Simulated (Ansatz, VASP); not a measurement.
**One calculation of AlPt, two programs**

Contents of INCAR:

```
SYSTEM = AlPt
PREC = Accurate
ENCUT = 520
EDIFF = 1E-7
ISMEAR = -1
SIGMA = 0.05
LREAL = .False.
LASPH = .True.
NELM = 100
ALGO = Normal
ISIF = 2
LWAVE = .False.
LCHARG = .False.
GGA = PS
NBANDS = 14
```

Contents of KPOINTS:

```
Automatic mesh
0
Gamma
  9 9 9
  0 0 0
```

File POSCAR:

```
AlPt
1.0
    3.0497632294      0.0000000000      0.0000000000
    0.0000000000      3.0497632294      0.0000000000
    0.0000000000      0.0000000000      3.0497632294
Pt Al
1 1
Direct
    0.5000000000      0.5000000000      0.5000000000
    0.0000000000      0.0000000000      0.0000000000
```

input.yaml

```yaml
crystal:
  lattice:
    - [3.0497632294, 0.0, 0.0]
    - [0.0, 3.0497632294, 0.0]
    - [0.0, 0.0, 3.0497632294]
  atoms:
    - { symbol: Pt, position: [0.5, 0.5, 0.5] }
    - { symbol: Al, position: [0.0, 0.0, 0.0] }
hamiltonian:
  xc: pbesol
  pseudopotentials: { kind: paw }
kpoints:
  mp_grid: { grid: [9, 9, 9] }
scf:
  occupations: { method: fermi_dirac, width: 0.05 }
output:
  forces: true
  stress: true
  eigenvalues: true
  write_density: true
  write_potential: true
  elf: true
  volumetric_format: npy
```

Change from the starting cell: volume scaled by 0.96.

Alike in both runs: task single point; functional PBEsol; k mesh 9 × 9 × 9; occupations fermi-dirac, width 0.05 eV; no spin polarisation.

|  | VASP | Ansatz |
| --- | --- | --- |
| version | VASP 6.6.1 | Ansatz 0.2.0 |
| potentials or method | VASP PAW PBE potentials, release 64 (Pt, Al) | Ansatz PAW |
| plane-wave cutoff (eV) | 520 | 420 |
| valence electrons in the cell | 13 | 21 |

|  | VASP | Ansatz | Ansatz less VASP |
| --- | --- | --- | --- |
| gap on the k mesh at the Fermi level (eV) | none | none | - |
| pressure (GPa) | 2.1 | 2.1 | +0.05 |

A gap of «none» marks a metal or a gap that the smearing closes. The two sets of potentials don't hold the same shells in valence.

Caveats: the PAW data sets were made with another functional, which shifts forces and pressure a little (VASP); the PAW data sets come from PBE, with cores solved anew for the run's functional, which leaves a small shift of forces and pressure (Ansatz). The runs have no spin-orbit coupling, so splittings on Pt are missing.
